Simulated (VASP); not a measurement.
MgO:

```xyz
4
Lattice="3.2993 0.0000 0.0000 -1.6497 2.8573 0.0000 0.0000 0.0000 5.0123" Properties=species:S:1:pos:R:3 pbc="T T T"
Mg    0.0000    1.9049    0.0180
Mg    1.6497    0.9524    2.5241
O     0.0000    1.9049    2.0099
O     1.6497    0.9524    4.5161
```

Measurements of this composition are mostly on another form, of space group No. 225.

Base run:

| Quantity | Value |
| --- | --- |
| Program | VASP 6.6.1 |
| Functional | PBEsol |
| Potentials or basis | VASP PAW PBE potentials, release 64 (Mg, O) |
| Cutoff | 520 eV |
| k mesh | 9 × 9 × 6 |
| Occupations | gaussian, width 0.03 eV |
| Spin | no spin polarisation |

Its results: band gap on the k mesh 3.37 eV, direct; pressure 0.2 GPa.

Q: The run is repeated on the same cell with these changes: functional from PBEsol to LDA; potentials or basis from VASP PAW PBE potentials, release 64 (Mg, O) to VASP PAW LDA potentials, release 64 (Mg, O). What comes out?

A: Band gap on the k mesh 3.39 eV, direct; pressure -5.3 GPa.

Caveats: the PAW data sets were made with another functional, which shifts forces and pressure a little (some runs).
